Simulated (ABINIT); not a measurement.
**Cu: single point with PBE**

Crystal: Cu.

```
Cu
1.0
     2.53410    0.00000    0.00000
    -1.26705    2.19459    0.00000
     0.00000    0.00000    4.11257
Cu
2
Direct
  0.66667 0.33333 0.75000
  0.33333 0.66667 0.25000
```

This isn't the form of Cu at room conditions, which is fcc.

```yaml
Program: ABINIT 10.8.3 (patched build)
Task: single point
Functional: PBE
Potentials_or_basis: JTH PAW PBE v2.0
Cutoff: 707 eV
k_mesh: 12 × 12 × 7
Occupations: cold (ABINIT), width 0.2 eV
Spin: no spin polarisation
Fine-grid_cutoff: 1306.15 eV
```

* Pressure: 7.1 GPa
* Band gap on the k mesh: none (metal or under the smearing width)
* Valence electrons inside the program's atomic spheres: Cu 17.39 (radii [1.0588] Å)

Stress tensor (GPa, compression positive):
```
7.09 0.00 0.00
0.00 7.09 0.00
0.00 0.00 7.26
```

Levels at points of the mesh, in eV from the Fermi level:
```tsv
k point	band 17	band 18	band 19	band 20	band 21	band 22
(0.00, 0.00, 0.00)	-2.49	-1.68	-1.68	-1.06	4.06	21.74
(0.50, 0.00, 0.00)	-1.53	-1.48	0.03	1.64	7.95	8.38
```

Wall time 72 s on 1 thread of Arm Neoverse V1, on a shared host, peak memory 0.14 GiB.
